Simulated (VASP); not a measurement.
# SnSe2 (Fm-3m) in VASP: settings compared, part 3 of 3

VASP 6.6.1. Earlier steps stand in the parts before.

## Step 6: Single point, PBE

This run uses another cell than the first one, of 26.36 Å³/atom, 0.967 times its volume.

INCAR

```
SYSTEM = SnSe2
ALGO = Normal ; EDIFF = 1E-6
ENCUT = 520 ; GGA = PE
ISIF = 2 ; ISMEAR = -1
LASPH = .True. ; LCHARG = .False.
LREAL = .False. ; LWAVE = .False.
NBANDS = 20 ; NELM = 100
PREC = Accurate ; SIGMA = 0.02
```

KPOINTS

```
k-points
0
Gamma
  6 6 6
  0 0 0
```

POSCAR

```
SnSe2
1.0
    0.0000000000      3.4068553671      3.4068553671
    3.4068553671      0.0000000000      3.4068553671
    3.4068553671      3.4068553671      0.0000000000
Sn Se
1 2
Direct
    0.0000000000      0.0000000000      0.0000000000
    0.2500000000      0.2500000000      0.2500000000
    0.7500000000      0.7500000000      0.7500000000
```

Potentials or basis: VASP PAW PBE potentials, release 64 (Sn_d, Se).

Command:

```console
cat potpaw_PBE.64/Sn_d/POTCAR potpaw_PBE.64/Se/POTCAR > POTCAR
mpirun -np 1 vasp_std > vasp.out
```

OUTCAR:

```text
SYSTEM = SnSe2
   EDIFF = 1E-6
   ENCUT = 520
   GGA = PE
   ISIF = 2
   ISMEAR = -1
   LASPH = .True.
   LREAL = .False.
   NELM = 100
   PREC = Accurate

 ion  position               nearest neighbor table
   1  0.000  0.000  0.000-   3 2.95   3 2.95   3 2.95   2 2.95   2 2.95   2 2.95   3 2.95   2 2.95

   2  0.250  0.250  0.250-   1 2.95   1 2.95   1 2.95   1 2.95
   3  0.750  0.750  0.750-   1 2.95   1 2.95   1 2.95   1 2.95

  LATTYP: Found a face centered cubic cell.
 ALAT       =     6.8137107342

  Lattice vectors:

 A1 = (   0.0000000000,   3.4068553671,   3.4068553671)
 A2 = (   3.4068553671,   0.0000000000,   3.4068553671)
 A3 = (   3.4068553671,   3.4068553671,   0.0000000000)

Analysis of symmetry for initial positions (statically):
=====================================================================
 Subroutine PRICEL returns:
 Original cell was already a primitive cell.

 Routine SETGRP: Setting up the symmetry group for a
 face centered cubic supercell.

 Subroutine GETGRP returns: Found 48 space group operations
 (whereof 48 operations were pure point group operations)
 out of a pool of 48 trial point group operations.

The static configuration has the point symmetry O_h .

Analysis of symmetry for dynamics (positions and initial velocities):
=====================================================================
 Subroutine PRICEL returns:
 Original cell was already a primitive cell.

 Routine SETGRP: Setting up the symmetry group for a
 face centered cubic supercell.

 Subroutine GETGRP returns: Found 48 space group operations
 (whereof 48 operations were pure point group operations)
 out of a pool of 48 trial point group operations.

The dynamic configuration has the point symmetry O_h .

 Subroutine INISYM returns: Found 48 space group operations
 (whereof 48 operations are pure point group operations),
 and found     1 'primitive' translations

----------------------------------------------------------------------------------------

                                     Primitive cell

  volume of cell :      79.0844

  direct lattice vectors                    reciprocal lattice vectors
     0.000000000  3.406855367  3.406855367    -0.146762908  0.146762908  0.146762908
     3.406855367  0.000000000  3.406855367     0.146762908 -0.146762908  0.146762908
     3.406855367  3.406855367  0.000000000     0.146762908  0.146762908 -0.146762908

  length of vectors
     4.818021065  4.818021065  4.818021065     0.254200813  0.254200813  0.254200813

  position of ions in fractional coordinates (direct lattice)
     0.000000000  0.000000000  0.000000000
     0.250000000  0.250000000  0.250000000
     0.750000000  0.750000000  0.750000000

  ion indices of the primitive-cell ions
   primitive index   ion index
                 1           1
                 2           2
                 3           3

----------------------------------------------------------------------------------------

 KPOINTS: k-points

Automatic generation of k-mesh.
 Grid dimensions read from file:
 generate k-points for:    6    6    6

 Generating k-lattice:

  Cartesian coordinates                     Fractional coordinates (reciprocal lattice)
    -0.024460485  0.024460485  0.024460485     0.166666667  0.000000000  0.000000000
     0.024460485 -0.024460485  0.024460485     0.000000000  0.166666667  0.000000000
     0.024460485  0.024460485 -0.024460485     0.000000000  0.000000000  0.166666667

  Length of vectors
     0.042366802  0.042366802  0.042366802

  Shift w.r.t. Gamma in fractional coordinates (k-lattice)
     0.000000000  0.000000000  0.000000000

 Subroutine IBZKPT returns following result:
 ===========================================

 Found     16 irreducible k-points:

 Following reciprocal coordinates:
            Coordinates               Weight
  0.000000  0.000000  0.000000      1.000000
  0.166667  0.000000  0.000000      8.000000
  0.333333  0.000000  0.000000      8.000000
  0.500000  0.000000  0.000000      4.000000
  0.166667  0.166667  0.000000      6.000000
  0.333333  0.166667  0.000000     24.000000
[... 8 lines left out ...]
 -0.333333  0.333333  0.166667     24.000000
 -0.333333  0.500000  0.166667     12.000000
   k-points           NKPTS =     16   k-points in BZ     NKDIM =     16   number of bands    NBANDS=     20
   number of dos      NEDOS =    301   number of ions     NIONS =      3
   total plane-waves  NPLWV =  46656
   dimension x,y,z NGX =    36 NGY =   36 NGZ =   36
   dimension x,y,z NGXF=    72 NGYF=   72 NGZF=   72
   ions per type =               1   2
   NGX,Y,Z   is equivalent  to a cutoff of  12.42, 12.42, 12.42 a.u.
   NGXF,Y,Z  is equivalent  to a cutoff of  24.84, 24.84, 24.84 a.u.
 SYSTEM =  SnSe2
   PREC   = accura    normal or accurate (medium, high low for compatibility)
   ISTART =      0    job   : 0-new  1-cont  2-samecut
   ICHARG =      2    charge: 1-file 2-atom 10-const
   ISPIN  =      1    spin polarized calculation?
   LNONCOLLINEAR =      F non collinear calculations
   LSORBIT =      F    spin-orbit coupling
   LASPH  =      T    aspherical Exc in radial PAW
   ENCUT  =  520.0 eV  38.22 Ry    6.18 a.u.   8.96  8.96  8.96*2*pi/ulx,y,z
   NELM   =    100;   NELMIN=  2; NELMDL= -5     # of ELM steps
   EDIFF  = 0.1E-05   stopping-criterion for ELM
   LREAL  =      F    real-space projection
   EDIFFG = 0.1E-04   stopping-criterion for IOM
   NSW    =      0    number of steps for IOM
   IBRION =     -1    ionic relax: 0-MD 1-quasi-New 2-CG
   NFREE  =      0    steps in history (QN), initial steepest desc. (CG)
   ISIF   =      2    stress and relaxation
   ISYM   =      2    0-nonsym 1-usesym 2-fastsym
   POTIM  = 0.5000    time-step for ionic-motion
   TEBEG  =    0.0;   TEEND  =   0.0 temperature during run
   PSTRESS=    0.0 pullay stress
   NELECT =      26.0000    total number of electrons
   NUPDOWN=      -1.0000    fix difference up-down
   EMIN   =  10.00;   EMAX   =-10.00  energy-range for DOS
   EFERMI =   0.00;   METHOD = LEGACY
   ISMEAR =    -1;   SIGMA  =   0.02  broadening in eV -4-tet -1-fermi 0-gaus
   EFERMI_NEDOS =   21; number of points for ismear=-14 and -15
   IALGO  =     38    algorithm
   IMIX   =      4    mixing-type and parameters
     AMIX     =   0.40;   BMIX     =  1.00
     AMIX_MAG =   1.60;   BMIX_MAG =  1.00
  volume/ion in A,a.u.               =      26.36       177.90
  Fermi-wavevector in a.u.,A,eV,Ry     =   1.129888  2.135180 17.369851  1.276648
  Thomas-Fermi vector in A             =   2.266583
   LORBIT       =      0    0 simple, 1 ext, 2 COOP (PROOUT), +10 PAW based schemes
   GGA     = PE    functional components
   LHFCALC =     F    Hartree Fock is set to
   AEXX    =    0.0000 exact exchange contribution
   IVDW    =     0    specifies the selected vdW correction
   LEPSILON=     F    determine dielectric tensor
   LRPA    =     F    only Hartree local field effects (RPA)
 non-spin polarized calculation
  energy-cutoff  :      520.00
  volume of cell :       79.08
 maximum number of plane-waves:      2158
   NGX = 17   NGY = 17   NGZ = 17

 number of electron      26.0000002 magnetization

 Free energy of the ion-electron system (eV)
  ---------------------------------------------------
  ext. energy  EPLUGINS =         0.00000000
  ---------------------------------------------------
  free energy    TOTEN  =       -10.54738093 eV

  energy without entropy =      -10.53796198  energy(sigma->0) =      -10.54267146

 E-fermi :   4.5632     XC(G=0):  -9.4671

 val. band max:        4.5473440913   @ k =  -0.3333   0.3333   0.1667
 cond. band min:       4.5724388056   @ k =  -0.3333   0.3333   0.0000
 fundamental gap:      0.0250947142
 Fermi energy:         4.5631622151

 k-point     1 :       0.0000    0.0000    0.0000
  band No.  band energies     occupation
      1     -16.8662      2.00000
      2     -16.8662      2.00000
      3     -16.8662      2.00000
      4     -16.8502      2.00000
      5     -16.8502      2.00000
      6      -9.5101      2.00000
[... 12 lines left out ...]
     19      10.5132      0.00000
     20      11.1972      0.00000
[... 323 lines left out ...]
 k-point    16 :      -0.3333    0.5000    0.1667
  band No.  band energies     occupation
      1     -16.8741      2.00000
      2     -16.8637      2.00000
      3     -16.8584      2.00000
      4     -16.8516      2.00000
      5     -16.8487      2.00000
      6      -8.1517      2.00000
[... 12 lines left out ...]
     19      13.2312      0.00000
     20      13.2768      0.00000

------------------------ aborting loop because EDIFF is reached ----------------------------------------

  FORCE on cell =-STRESS in cart. coord.  units (eV):
  Direction    XX          YY          ZZ          XY          YZ          ZX
  --------------------------------------------------------------------------------------
  -------------------------------------------------------------------------------------
  Total        0.7869839      0.7869839      0.7869839      0.0000000     -0.0000000     -0.0000000
  in kB       15.9435610     15.9435610     15.9435610      0.0000000     -0.0000000     -0.0000000
  external PRESSURE =      15.9435610 kB  Pullay stress =       0.0000000 kB

 VOLUME and BASIS-vectors are now :
 -----------------------------------------------------------------------------
  energy-cutoff  :      520.00
  volume of cell :       79.08
      direct lattice vectors                 reciprocal lattice vectors
     0.000000000  3.406855367  3.406855367    -0.146762908  0.146762908  0.146762908
     3.406855367  0.000000000  3.406855367     0.146762908 -0.146762908  0.146762908
     3.406855367  3.406855367  0.000000000     0.146762908  0.146762908 -0.146762908

 POSITION                                       TOTAL-FORCE (eV/Angst)
 -----------------------------------------------------------------------------------
      0.00000      0.00000      0.00000         0.000000      0.000000      0.000000
      1.70343      1.70343      1.70343         0.000000      0.000000      0.000000
      5.11028      5.11028      5.11028        -0.000000     -0.000000     -0.000000
 -----------------------------------------------------------------------------------
    total drift:                               -0.000000      0.000000      0.000000

  FREE ENERGIE OF THE ION-ELECTRON SYSTEM (eV)
  ---------------------------------------------------
  free  energy   TOTEN  =       -10.5473809265 eV

  energy  without entropy=      -10.5379619847  energy(sigma->0) =      -10.54267146
```

Run time: 16 s. Hardware: 1 thread of Intel Xeon Platinum 8559C (Emerald Rapids), shared host; peak memory 0.2 GiB.

What came out:

| Item | Value |
| --- | --- |
| Free energy | -10.5474 eV |
| Pressure | 1.6 GPa |
| Band gap on the k mesh | none (metal or under the smearing width) |

## Step 7: The runs side by side

```csv
task,level,cell,k mesh,cutoff (eV),exchange at q = 0,grid for exact exchange (PRECFOCK),screening parameter,mesh quality,gap on the mesh (eV),pressure (GPa)
single point,PBE,"Fm-3m, 27.27 Å³/atom",6 × 6 × 6,520,-,-,-,not flagged,none,0.0
relaxation of cell and atoms,PBE,relaxed,6 × 6 × 6,600,-,-,-,not flagged,none,0.0
single point,r2SCAN,"Fm-3m, 26.36 Å³/atom",6 × 6 × 6,520,-,-,-,not flagged,none,0.0
single point,HSE06,"Fm-3m, 26.36 Å³/atom",4 × 4 × 4,520,truncated,Normal,0.2079 1/A,coarse,none,-1.2
single point,PBE,"Fm-3m, 26.36 Å³/atom",6 × 6 × 6,520,-,-,-,not flagged,none,1.6
```

Alike in all rows: potentials or basis VASP PAW PBE potentials, release 64 (Sn_d, Se); no spin polarisation; smearing fermi-dirac 0.02 eV.

Caveats: some runs use coarse meshes; the PAW data sets were made with another functional, which shifts forces and pressure a little (some runs); the volume moved by over 15 % at a fixed basis, so the end points are rough (some runs).

Absolute energies hang on the potentials; compare differences alone.
